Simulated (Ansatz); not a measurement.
```
Li H
1.0
     0.00000    2.04200    2.04200
     2.04200    0.00000    2.04200
     2.04200    2.04200    0.00000
Li H
1 1
Cartesian
  0.0000 0.0000 0.0000
  2.0420 2.0420 2.0420
```

- datasets: all-electron datasets in plane waves (scalar-relativistic, Gaussian nuclei)
- k mesh: 4×4×4
- empty bands: 110
- response cutoff: 200 eV
- frequencies: contour deformation
- q → 0 term: analytic weight of Carrier, Rohra and Görling
- band sums: cut at the band count

A G0W0 run in Ansatz gave a mean-field gap (direct at k = (0, -0.5, -0.5)) of 3.01 eV and a quasiparticle gap of 4.76 eV, with ε∞ = 5.1 on this mesh.

(1) Which functional supplied the orbitals?
A. r²SCAN
B. PBE

Answers

(1) B. For comparison, on the same cell, mesh, edges, bands and response cutoff: r²SCAN 3.66 → 5.26 eV. Wave cutoffs: PBE 2310 eV, r²SCAN 2100 eV.

The cell is a model at fixed atoms and needn't be the relaxed known crystal. Points k are given in fractions of the reciprocal vectors. The mesh is coarse, so these are values at the stated settings, not converged ones. Band sums or response are cut, so the gap isn't at its basis limit. The gap is read on the mesh, and the crystal's band edges can lie off it. With r²SCAN or HSE06 the Kohn-Sham levels are generalised ones. Meshes this coarse can overestimate the dielectric constant by a tenth and more.
